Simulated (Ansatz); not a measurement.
# A defect in a wire: (4,0) C nanotube, N in place of one C, part 3 of 4

Wanted: the relaxed defect and the transmission past it, beside the channels of the perfect wire.

Ansatz 0.2.0; DFT PBE, plane waves, PAW; relaxation of a wire's period (the session's first sound run).

So far, conductance of the lead as this run defines it (G₀): step 3 (the wire at its relaxed period) 3.00.

### 4. Relaxing the junction

This step: DFT PBE, plane waves, PAW; relaxation of a junction in a wire, ends held (Ansatz 0.2.0).

System of this step: (4,0) C nanotube, N in place of one C. The cell holds 112 atoms: 111 C and 1 N. Cell: a = 9.932 Å, b = 9.932 Å, c = 29.514 Å, α = 90.0°, β = 90.0°, γ = 90.0°. Regions: held atoms, 64 atoms (64 C); free atoms, 48 atoms (47 C and 1 N). Vacuum lies along a and b. The structure's axis is c.

48 atoms at the defect are free to relax, while 64 stay where the perfect wire has them, so that the ends still repeat as a lead. The cutoff is set under the files' recommended one to save time.

The input, input.yaml:

```yaml
crystal:
  lattice:
    - [9.932, 0.0, 0.0]
    - [0.0, 9.932, 0.0]
    - [0.0, 0.0, 29.5143822369]
  atoms:
    - { symbol: C, position: [0.330192775, 0.499977252, 0.00029528] }
    - { symbol: C, position: [0.499977252, 0.669761728, 0.00029528] }
    - { symbol: C, position: [0.499977252, 0.330192775, 0.00029528] }
    - { symbol: C, position: [0.669761728, 0.499977252, 0.00029528] }
    - { symbol: C, position: [0.330192775, 0.499977252, 0.047323768] }
    - { symbol: C, position: [0.499977252, 0.669761728, 0.047323768] }
    - { symbol: C, position: [0.499977252, 0.330192775, 0.047323768] }
    - { symbol: C, position: [0.669761728, 0.499977252, 0.047323768] }
    - { symbol: C, position: [0.37990611, 0.620048393, 0.071729675] }
    - { symbol: C, position: [0.37990611, 0.37990611, 0.071729675] }
    - { symbol: C, position: [0.620048393, 0.620048393, 0.071729675] }
    - { symbol: C, position: [0.620048393, 0.37990611, 0.071729675] }
    - { symbol: C, position: [0.37990611, 0.620048393, 0.118746516] }
    - { symbol: C, position: [0.37990611, 0.37990611, 0.118746516] }
    - { symbol: C, position: [0.620048393, 0.620048393, 0.118746516] }
    - { symbol: C, position: [0.620048393, 0.37990611, 0.118746516] }
    - { symbol: C, position: [0.330192775, 0.499977252, 0.143152422] }
    - { symbol: C, position: [0.499977252, 0.669761728, 0.143152422] }
    - { symbol: C, position: [0.499977252, 0.330192775, 0.143152422] }
    - { symbol: C, position: [0.669761728, 0.499977252, 0.143152422] }
    - { symbol: C, position: [0.330192775, 0.499977252, 0.190180911] }
    - { symbol: C, position: [0.499977252, 0.669761728, 0.190180911] }
    - { symbol: C, position: [0.499977252, 0.330192775, 0.190180911] }
    - { symbol: C, position: [0.669761728, 0.499977252, 0.190180911] }
    - { symbol: C, position: [0.37990611, 0.620048393, 0.214586818] }
    - { symbol: C, position: [0.37990611, 0.37990611, 0.214586818] }
    - { symbol: C, position: [0.620048393, 0.620048393, 0.214586818] }
    - { symbol: C, position: [0.620048393, 0.37990611, 0.214586818] }
    - { symbol: C, position: [0.37990611, 0.620048393, 0.261603659] }
    - { symbol: C, position: [0.37990611, 0.37990611, 0.261603659] }
[... 23 lines left out ...]
    - { symbol: "N", position: [0.499977252, 0.669761728, 0.475895197], spin: 0.3 }
[... 50 lines left out ...]
    - { symbol: C, position: [0.37990611, 0.620048393, 0.928872532] }
    - { symbol: C, position: [0.37990611, 0.37990611, 0.928872532] }
    - { symbol: C, position: [0.620048393, 0.620048393, 0.928872532] }
    - { symbol: C, position: [0.620048393, 0.37990611, 0.928872532] }
    - { symbol: C, position: [0.37990611, 0.620048393, 0.975889373] }
    - { symbol: C, position: [0.37990611, 0.37990611, 0.975889373] }
    - { symbol: C, position: [0.620048393, 0.620048393, 0.975889373] }
    - { symbol: C, position: [0.620048393, 0.37990611, 0.975889373] }
magnetization:
  spin_polarized: true
kpoints:
  mp_grid: { grid: [1, 1, 1] }
scf:
  occupations: { method: fermi_dirac, width: 0.1 }
hamiltonian:
  xc: pbe
relax:
  constraints:
    - { sites: [0, 1, 2, 3, 4, 5, 6, 7, 8, 9, 10, 11, 12, 13, 14, 15, 16, 17, 18, 19, 20, 21, 22, 23, 24, 25, 26, 27, 28, 29, 30, 31, 80, 81, 82, 83, 84, 85, 86, 87, 88, 89, 90, 91, 92, 93, 94, 95, 96, 97, 98, 99, 100, 101, 102, 103, 104, 105, 106, 107, 108, 109, 110, 111] }
  f_tol: 0.06
  max_steps: 35
basis:
  ecutwfc: "350 eV"
```

The run is started by

```
ansatz run input.yaml --threads 4 --pin off --max-ram 16384MiB --backend cpu --events-out ev --progress --plain --runs-dir out
```

Numbers of over 12 decimals in the logs are rounded to 6 here.

Log:

```text
[...]
Crystal: 112 atoms, lattice volume = 2911.435 Å³
Basis set: ecut = 350 eV, 43279 PW (Γ), exchange–correlation on 128×128×384 points (8 copies of the dense FFT grid, shifted against one another)
Bands: 337, of which v1, the nominal top of the filled ones, is band 225 counted from 1 (224 counted from 0)
Symmetry: 2 space group operations
[...]
k-points: 1
[...]
Starting moments: Σ|m| = 0.3 μB on 1 of 112 sites
[...]
SCF iter   1: F=—  HF=-28207.073934 eV  |F-HF|=—  |Δ(HF+E_count)|=         —  Δρ=3.58e-2 (↑3.57e-2 ↓3.58e-2)  dr2=1.50e2  dr2_m=3.26e-2  M=0.007 μB ∫|m|=0.105 μB  β_m=0.30  ethr=3.10e-3  ⟨swp⟩=6.0  Hψ=3150  notcnv=0  defer=108
[...]
spin=Collinear: Resta preconditioning applied to the charge; magnetization (m = ρ↑ − ρ↓) channel mixes plain (no charge-response kernel on spin).
SCF iter   2: F=—  HF=-28174.156231 eV  |F-HF|=—  |Δ(HF+E_count)|=    3.29e1  Δρ=2.35e-2 (↑2.34e-2 ↓2.35e-2)  dr2=9.50e1  dr2_m=1.94e-2  M=0.007 μB ∫|m|=0.080 μB  β_m=0.30  ethr=3.10e-3  ⟨swp⟩=3.0  Hψ=1224  notcnv=0  defer=186
[...]
SCF iter   8: F=—  HF=-28152.900789 eV  |F-HF|=—  |Δ(HF+E_count)|=   9.66e-3  Δρ=1.18e-3 (↑1.18e-3 ↓1.15e-3)  dr2=3.79e-1  dr2_m=8.50e-4  M=-0.000 μB ∫|m|=0.026 μB  β_m=0.30  ethr=2.03e-4  ⟨swp⟩=2.0  Hψ=598  notcnv=0  defer=180
[...]
spin-set hold released at iteration 8 (site moments contracting): the magnetisation degrees of freedom join the quasi-Newton model from the next iteration; the mixer history was flushed
SCF iter   9: F=—  HF=-28153.017568 eV  |F-HF|=—  |Δ(HF+E_count)|=   1.17e-1  Δρ=1.30e-3 (↑1.28e-3 ↓1.30e-3)  dr2=3.33e0  dr2_m=5.10e-4  M=-0.000 μB ∫|m|=0.022 μB  β_m=0.11  ethr=8.43e-5  ⟨swp⟩=2.0  Hψ=1528  notcnv=0  defer=180  recentre
[...]
SCF iter  20: F=-28152.896459 eV  HF=-28152.896521 eV  |F-HF|=6.22e-5  |Δ(HF+E_count)|=   2.19e-6  Δρ=6.04e-6 (↑6.04e-6 ↓6.02e-6)  dr2=6.34e-5  dr2_m=3.37e-7  M=-0.000 μB ∫|m|=0.003 μB  ethr=2.09e-9  ⟨swp⟩=2.0  Hψ=1132  notcnv=0
WARN: the starting moments were not kept: the SCF closed with an absolute magnetisation of 2.6e-3 μB, where they sum to 0.3 μB in size (1 site). That is at most 0.1 of that sum. Measured as dr2_m measures the in/out step, that magnetisation stands 2.3e-7 eV from none, at or under the dr2_threshold of 9.0e-5 eV: it is no larger than a step whose dr2_m would equal this threshold. The system may hold no moment; this SCF [...]
SCF 1 converged in 20 iterations: F = -28152.896459 eV  dr2 = 6.34e-5
[...]
relax step   1: F+E_penalty+E_count = -28152.89645873 eV  Δ(F+E_penalty+E_count) = +0.000e0 eV  max|allowed force component| = 7.438e-1 eV/Å  Δτ_max = 0.0000 Å  (20 SCF iters, dr2 threshold 9.00e-5 eV, accepted)
[...]
Starting moments: Σ|m| = 0.3 μB on 1 of 112 sites; this step starts from the density that it was given
[...]
SCF iter  10: F=-28152.996467 eV  HF=-28152.996476 eV  |F-HF|=8.96e-6  |Δ(HF+E_count)|=   1.60e-6  Δρ=1.08e-5 (↑1.05e-5 ↓1.08e-5)  dr2=1.60e-5  dr2_m=1.48e-7  M=0.000 μB ∫|m|=0.001 μB  ethr=7.70e-9  ⟨swp⟩=3.0  Hψ=1536  notcnv=0
the starting moments were not kept: the SCF closed with an absolute magnetisation of 6.5e-4 μB, where they sum to 0.3 μB in size (1 site). That is at most 0.1 of that sum. Measured as dr2_m measures the in/out step, that magnetisation stands 1.7e-8 eV from none, at or under the dr2_threshold of 3.5e-5 eV: it is no larger than a step whose dr2_m would equal this threshold.
SCF 2 converged in 10 iterations: F = -28152.996467 eV  dr2 = 1.60e-5
[...]
relax step   2: F+E_penalty+E_count = -28152.99646689 eV  Δ(F+E_penalty+E_count) = -1.000e-1 eV  max|allowed force component| = 2.633e-1 eV/Å  Δτ_max = 0.0636 Å  (10 SCF iters, dr2 threshold 3.46e-5 eV, accepted)
SCF iter   1: F=—  HF=-28153.031723 eV  |F-HF|=—  |Δ(HF+E_count)|=         —  Δρ=1.02e-3 (↑1.01e-3 ↓1.02e-3)  dr2=7.66e-2  dr2_m=7.05e-5  M=-0.000 μB ∫|m|=0.003 μB  β_m=0.30  ethr=1.56e-4  ⟨swp⟩=4.0  Hψ=1754  notcnv=0  defer=176
[...]
SCF iter  10: F=-28153.012031 eV  HF=-28153.012031 eV  |F-HF|=2.30e-7  |Δ(HF+E_count)|=   6.00e-7  Δρ=6.95e-6 (↑6.71e-6 ↓6.95e-6)  dr2=3.10e-6  dr2_m=9.46e-8  M=0.000 μB ∫|m|=0.000 μB  ethr=9.65e-10  ⟨swp⟩=3.0  Hψ=1981  notcnv=0
[...]
SCF 3 converged in 10 iterations: F = -28153.012031 eV  dr2 = 3.10e-6
[...]
relax step   3: F+E_penalty+E_count = -28153.01203083 eV  Δ(F+E_penalty+E_count) = -1.556e-2 eV  max|allowed force component| = 2.925e-2 eV/Å  Δτ_max = 0.0324 Å  (10 SCF iters, dr2 threshold 4.33e-6 eV, accepted)
[...]
SCF iter   7: F=-28153.012032 eV  HF=-28153.012032 eV  |F-HF|=4.36e-8  |Δ(HF+E_count)|=   2.96e-9  Δρ=6.23e-7 (↑6.23e-7 ↓5.55e-7)  dr2=7.14e-8  dr2_m=2.19e-9  M=0.000 μB ∫|m|=0.000 μB  ethr=2.23e-11  ⟨swp⟩=2.0  Hψ=1688  notcnv=0
[...]
SCF 4 converged in 7 iterations: F = -28153.012032 eV  dr2 = 7.14e-8
relax step   4: F+E_penalty+E_count = -28153.01203185 eV  Δ(F+E_penalty+E_count) = -1.023e-6 eV  max|allowed force component| = 2.934e-2 eV/Å  Δτ_max = 0.0000 Å  (7 SCF iters, accepted)
SCF converged after 7 iterations
Magnetization: 0.0000 μB (224.5000 up, 224.5000 down)
Absolute magnetization: 0.0001 μB (∫|ρ↑−ρ↓|, with the PAW one-centre terms)
[...]
Per-site moments (μB) at R_I (Å): [(-5.088510457023083e-9, 0.572557), (-5.114829029496227e-7, 0.572557), (1.515973727449492e-7, 0.572557), (-5.088510439215961e-9, 0.572557), (-9.069559042052931e-8, 0.572557), (5.116928175179028e-7, 0.572557), (-2.1354969013776503e-7, 0.572557), (-9.069559042978857e-8, 0.572557), (-1.5122610493433313e-7, 0.572415), (4.192145207504282e-7, 0.572415), (-1.5122610492562092e-7, 0.572415),  [...]
Free energy (F): -28153.012032 eV
[...]
Internal energy: -28152.550148 eV  (E = F + TS)
E sigma→0 (E₀):  -28152.781090 eV
Entropy (-TS):   -0.461884 eV (-4.124 meV/atom)
Fermi energy:    -1.700732 eV
[...]
--- Forces (eV/Å), atoms counted from 1 ---
  atom   1  C      0.03525731     0.00008980    -0.07347387
  atom   2  C      0.00000000    -0.03200701    -0.07246753
  atom   3  C      0.00000000     0.04128285    -0.07008915
  atom   4  C     -0.03525731     0.00008980    -0.07347387
  atom   5  C      0.04054289     0.00366467     0.07536454
  atom   6  C      0.00000000    -0.05859623     0.07538366
  atom   7  C      0.00000000     0.02406258     0.05794557
  atom   8  C     -0.04054289     0.00366467     0.07536454
  atom   9  C      0.01933694    -0.02505006    -0.07722282
  atom  10  C      0.01866538     0.03772849    -0.04755638
  atom  11  C     -0.01933694    -0.02505006    -0.07722282
  atom  12  C     -0.01866538     0.03772849    -0.04755638
  atom  13  C      0.02862126    -0.03757067     0.08283264
  atom  14  C     -0.00619512     0.02530231     0.04175888
  atom  15  C     -0.02862126    -0.03757067     0.08283264
  atom  16  C      0.00619512     0.02530231     0.04175888
  atom  17  C      0.03142499     0.02187940    -0.04816023
  atom  18  C      0.00000000    -0.02344453    -0.05649729
  atom  19  C      0.00000000     0.02691978     0.02519957
  atom  20  C     -0.03142499     0.02187940    -0.04816023
  atom  21  C      0.01713855     0.01702619     0.05596477
  atom  22  C      0.00000000    -0.02873009     0.06816359
  atom  23  C      0.00000000    -0.02183208    -0.02693652
  atom  24  C     -0.01713855     0.01702619     0.05596477
  atom  25  C      0.03964741    -0.01420538    -0.06979256
  atom  26  C     -0.03934471     0.06647007     0.02618951
  atom  27  C     -0.03964741    -0.01420538    -0.06979256
  atom  28  C      0.03934471     0.06647007     0.02618951
  atom  29  C      0.05511205    -0.03069559     0.27953003
  atom  30  C     -0.03928781    -0.00060896    -0.08386636
  atom  31  C     -0.05511205    -0.03069559     0.27953003
  atom  32  C      0.03928781    -0.00060896    -0.08386636
  atom  33  C      0.01060554    -0.00678255    -0.00588949
  atom  34  C      0.00000000    -0.01158213    -0.01748937
  atom  35  C      0.00000000    -0.01196959     0.00884038
  atom  36  C     -0.01060554    -0.00678255    -0.00588949
  atom  37  C      0.00245480    -0.00099373     0.01505677
  atom  38  C      0.00000000    -0.00097735     0.01950331
  atom  39  C      0.00000000    -0.01333825    -0.00622595
  atom  40  C     -0.00245480    -0.00099373     0.01505677
[...]
atom 101  C      0.03387072    -0.00964973     0.05675972
  atom 102  C      0.00000000    -0.04101032     0.06102404
  atom 103  C      0.00000000     0.04871035     0.08530674
  atom 104  C     -0.03387072    -0.00964973     0.05675972
  atom 105  C      0.02341998    -0.02570664    -0.07686484
  atom 106  C      0.02207896     0.02514354    -0.08374291
  atom 107  C     -0.02341998    -0.02570664    -0.07686484
  atom 108  C     -0.02207896     0.02514354    -0.08374291
  atom 109  C      0.02678519    -0.04411811     0.07366693
  atom 110  C      0.02550282     0.03099137     0.08287827
  atom 111  C     -0.02678519    -0.04411811     0.07366693
  atom 112  C     -0.02550282     0.03099137     0.08287827
  max |Σ_I F_I| component: 2.42e-4 eV/Å
--- Relaxed structure (4 steps of the walk, 4 accepted, 0 SCFs on fresh bases) ---
  F+E_penalty+E_count = -28153.01203185 eV   max|allowed force component| = 2.934e-2 eV/Å
  atoms:
    - { symbol: C, position: [0.330192775125, 0.499977, 0.00029528] }
    - { symbol: C, position: [0.499977251625, 0.669761728, 0.00029528] }
    - { symbol: C, position: [0.499977251625, 0.330192775, 0.00029528] }
    - { symbol: C, position: [0.669761728125, 0.499977, 0.00029528] }
    - { symbol: C, position: [0.330192775125, 0.499977, 0.047324] }
    - { symbol: C, position: [0.499977251625, 0.669761728, 0.047324] }
    - { symbol: C, position: [0.499977251625, 0.330192775, 0.047324] }
    - { symbol: C, position: [0.669761728125, 0.499977, 0.047324] }
    - { symbol: C, position: [0.379906110125, 0.620048393, 0.071730] }
    - { symbol: C, position: [0.379906110125, 0.37990611, 0.071730] }
    - { symbol: C, position: [0.620048393125, 0.620048393, 0.071730] }
    - { symbol: C, position: [0.620048393125, 0.37990611, 0.071730] }
    - { symbol: C, position: [0.379906110125, 0.620048393, 0.118746516] }
    - { symbol: C, position: [0.379906110125, 0.37990611, 0.118746516] }
    - { symbol: C, position: [0.620048393125, 0.620048393, 0.118746516] }
    - { symbol: C, position: [0.620048393125, 0.37990611, 0.118746516] }
    - { symbol: C, position: [0.330192775125, 0.499977, 0.143152422] }
    - { symbol: C, position: [0.499977251625, 0.669761728, 0.143152422] }
    - { symbol: C, position: [0.499977251625, 0.330192775, 0.143152422] }
    - { symbol: C, position: [0.669761728125, 0.499977, 0.143152422] }
    - { symbol: C, position: [0.330192775125, 0.499977, 0.190180911] }
    - { symbol: C, position: [0.499977251625, 0.669761728, 0.190180911] }
    - { symbol: C, position: [0.499977251625, 0.330192775, 0.190180911] }
    - { symbol: C, position: [0.669761728125, 0.499977, 0.190180911] }
    - { symbol: C, position: [0.379906110125, 0.620048393, 0.214587] }
    - { symbol: C, position: [0.379906110125, 0.37990611, 0.214587] }
    - { symbol: C, position: [0.620048393125, 0.620048393, 0.214587] }
    - { symbol: C, position: [0.620048393125, 0.37990611, 0.214587] }
    - { symbol: C, position: [0.379906110125, 0.620048393, 0.261603659] }
    - { symbol: C, position: [0.379906110125, 0.37990611, 0.261603659] }
    - { symbol: C, position: [0.620048393125, 0.620048393, 0.261603659] }
    - { symbol: C, position: [0.620048393125, 0.37990611, 0.261603659] }
    - { symbol: C, position: [0.330746, 0.499870, 0.286131] }
    - { symbol: C, position: [0.499977251625, 0.668854, 0.286293] }
    - { symbol: C, position: [0.499977251625, 0.329311, 0.285783] }
    - { symbol: C, position: [0.669209, 0.499870, 0.286131] }
    - { symbol: C, position: [0.330733, 0.498642, 0.333290] }
    - { symbol: C, position: [0.499977251625, 0.668213, 0.333636] }
    - { symbol: C, position: [0.499977251625, 0.327573, 0.332599] }
    - { symbol: C, position: [0.669222, 0.498642, 0.333290] }
[...]
- { symbol: N, position: [0.499977251625, 0.663889, 0.476217] }
[...]
- { symbol: C, position: [0.330192775125, 0.499977, 0.904466625] }
    - { symbol: C, position: [0.499977251625, 0.669761728, 0.904466625] }
    - { symbol: C, position: [0.499977251625, 0.330192775, 0.904466625] }
    - { symbol: C, position: [0.669761728125, 0.499977, 0.904466625] }
    - { symbol: C, position: [0.379906110125, 0.620048393, 0.928872532] }
    - { symbol: C, position: [0.379906110125, 0.37990611, 0.928872532] }
    - { symbol: C, position: [0.620048393125, 0.620048393, 0.928872532] }
    - { symbol: C, position: [0.620048393125, 0.37990611, 0.928872532] }
    - { symbol: C, position: [0.379906110125, 0.620048393, 0.975889] }
    - { symbol: C, position: [0.379906110125, 0.37990611, 0.975889] }
    - { symbol: C, position: [0.620048393125, 0.620048393, 0.975889] }
    - { symbol: C, position: [0.620048393125, 0.37990611, 0.975889] }
```

Elapsed: 3 min, on 4 threads of Arm Neoverse V1, shared host; peak memory 3.9 GiB.

The steps of the relaxation:

```csv
step,energy less that of the first step (eV),largest force component (eV/Å)
1,0.0000,0.7438
2,-0.1000,0.2633
3,-0.1156,0.0293
4,-0.1156,0.0293
```

The run keeps the 2 symmetry operations that it works with, so distortions that break them were not tested.

The atoms that moved most (Å):

```csv
atom,dx,dy,dz,length
C50,0.000,-0.089,0.030,0.094
C57,0.016,-0.086,-0.020,0.090
C59,-0.016,-0.086,-0.020,0.090
C53,0.014,-0.076,-0.002,0.078
C56,-0.014,-0.076,-0.002,0.078
C58,0.006,-0.073,0.006,0.073
C60,-0.006,-0.073,0.006,0.073
C55,0.000,-0.069,0.000,0.069
```

This step gave:

* energy at zero smearing: -28152.7811 eV

The largest force component on a free atom ends at 0.029 eV/Å, under the limit of 0.06. N ends nearest to C at 1.37 Å, C at 1.46 Å and C at 1.46 Å.

[end of part 3 of 4]

[Logs are printed without paths, hosts, clocks, repeated set-up lines and the standing remarks that a program may print on its own settings, such as how far it seeks lower states.]

[Hosts, paths, dates, database ids (printed as entryN), source tags and the programs' standing remarks are cut or masked in the printed files.]
